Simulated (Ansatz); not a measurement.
**Relaxing SnGe$_{5}$**

All numbers below come from DFT r2SCAN, scalar-relativistic, plane waves, PAW in Ansatz. Settings: 500 eV cutoff, 10×10×10 k-mesh, Gaussian smearing of 0.10 eV, no spin polarisation.

What was changed: 1 of 6 Ge sites taken by Sn, cell and atoms relaxed.

Command:

```bash
ansatz run input.yaml --threads 1 --pin off --max-ram 2560MiB --backend cpu --events-out ev --progress --plain --runs-dir out
```

Input:

```yaml
crystal:
  lattice:
    - [0.0, 2.9118234281, -2.9118234281]
    - [5.8236468561, 0.0, 0.0]
    - [-2.9118234281, -5.8236468561, -2.9118234281]
  atoms:
    - { symbol: Ge, position: [0.0, 0.5, 0.0] }
    - { symbol: Ge, position: [0.3333333333, 0.8333333333, 0.6666666667] }
    - { symbol: Ge, position: [0.6666666667, 0.1666666667, 0.3333333333] }
    - { symbol: Sn, position: [0.8333333333, 0.5833333333, 0.6666666667] }
    - { symbol: Ge, position: [0.1666666667, 0.9166666667, 0.3333333333] }
    - { symbol: Ge, position: [0.5, 0.25, 0.0] }
basis:
  ecutwfc: 500
kpoints:
  mp_grid: { grid: [10, 10, 10] }
hamiltonian:
  xc: r2scan
scf:
  occupations: { method: gaussian, width: 0.1 }
output:
  forces: true
  stress: true
  eigenvalues: true
relax:
  adjacent_minimum: "off"
  f_tol: 0.015
  max_steps: 60
  cell: { stress_tol: 0.15 }
```

F is the free energy. Steps run on the plane waves of an earlier cell, but the last one, and at times one on the way, on a freshly chosen basis, so a repeated geometry can differ a little in energy.

Steps:

```csv
step,F − F(1) (eV),largest force component (eV/Å),V (Å³/atom),P (GPa)
1,0.0000,1.566,24.689,0.94
2,-0.2467,0.434,25.051,-0.87
3,-0.2745,0.043,24.815,-0.23
4,-0.2755,0.003,24.726,0.01
5,-0.2755,0.003,24.726,0.01
```

Relaxed structure:

```cif
data_structure
_symmetry_space_group_name_H-M 'P 1'
_symmetry_Int_Tables_number 1
_cell_length_a 4.1164
_cell_length_b 5.8370
_cell_length_c 7.1328
_cell_angle_alpha 114.152
_cell_angle_beta 106.771
_cell_angle_gamma 90.000
_cell_volume 148.36
loop_
_atom_site_label
_atom_site_type_symbol
_atom_site_fract_x
_atom_site_fract_y
_atom_site_fract_z
_atom_site_occupancy
Ge1 Ge 0.00823 0.49626 0.01646 1
Ge2 Ge 0.33333 0.85814 0.66667 1
Ge3 Ge 0.65844 0.14647 0.31688 1
Sn1 Sn 0.83333 0.58349 0.66667 1
Ge4 Ge 0.16478 0.91427 0.32957 1
Ge5 Ge 0.50188 0.25137 0.00376 1
```

It takes space group Imm2 (No. 44, orthorhombic). The conventional cell has a = 4.116 Å, b = 12.349 Å, c = 5.837 Å, α = 90.00°, β = 90.00°, γ = 90.00°. Ge (site symmetry m) has 3 Ge at 2.46 to 2.49 Å and 1 Sn at 2.65 Å as nearest neighbours. Ge (site symmetry mm2) has 2 Ge at 2.46 Å and 2 Sn at 2.61 Å as nearest neighbours. Sn (site symmetry mm2) has 4 Ge at 2.61 to 2.65 Å as nearest neighbours. Ge (site symmetry m) is surrounded by 4 Ge at 2.46 to 2.49 Å.

The run converged. Time: 5.6 min on 1 thread of AMD EPYC 9R45 96-Core Processor (Zen 5) (shared host), peak memory 1.5 GiB.